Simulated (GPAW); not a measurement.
SiGe: single point with TB-mBJ

The system is SiGe.

```
Ge Si
1.0
     3.90445    0.00000    0.00000
    -1.95223    3.38135    0.00000
     0.00000    0.00000    6.45078
Ge Si
2 2
Direct
  0.33333 0.66667 0.00039
  0.66667 0.33333 0.50039
  0.33333 0.66667 0.37461
  0.66667 0.33333 0.87461
```

The cell comes from a database or a generator and needn't be the stable form of this composition.

```
Program             : GPAW 26.7.0
Task                : single point
Functional          : TB-mBJ
Potentials or basis : GPAW PAW data sets for LDA (gpaw-data 1.2.1)
Cutoff              : 600 eV
Basis               : pw
k mesh              : 6 × 6 × 4
Occupations         : fermi-dirac, width 0.05 eV
Spin                : no spin polarisation
```

| Property | Result |
| --- | --- |
| Band gap on the k mesh | 1.06 eV, indirect (least direct gap 1.18 eV) |

Levels at points of the mesh, in eV from the valence-band top:
| k point | band 5 | band 6 | band 7 | band 8 | band 9 | band 10 | band 11 | band 12 |
| --- | --- | --- | --- | --- | --- | --- | --- | --- |
| (0.00, 0.00, 0.00) | -1.49 | -0.30 | 0.00 | 0.00 | 1.18 | 2.40 | 2.57 | 2.57 |
| (0.00, 0.00, 0.50) | -0.90 | -0.90 | -0.90 | -0.90 | 1.97 | 1.97 | 3.58 | 3.58 |
| (0.50, 0.50, 0.00) | -4.45 | -2.98 | -2.73 | -1.43 | 1.06 | 2.66 | 3.71 | 3.82 |
| (0.50, 0.50, 0.50) | -2.41 | -2.41 | -2.35 | -2.35 | 1.35 | 1.35 | 2.36 | 2.36 |

Wall time 86 s on 1 thread of Arm Neoverse V2, on a shared host, peak memory 0.26 GiB.

Caveat: a model potential gives levels but no total energy. A k mesh can miss the band edges.
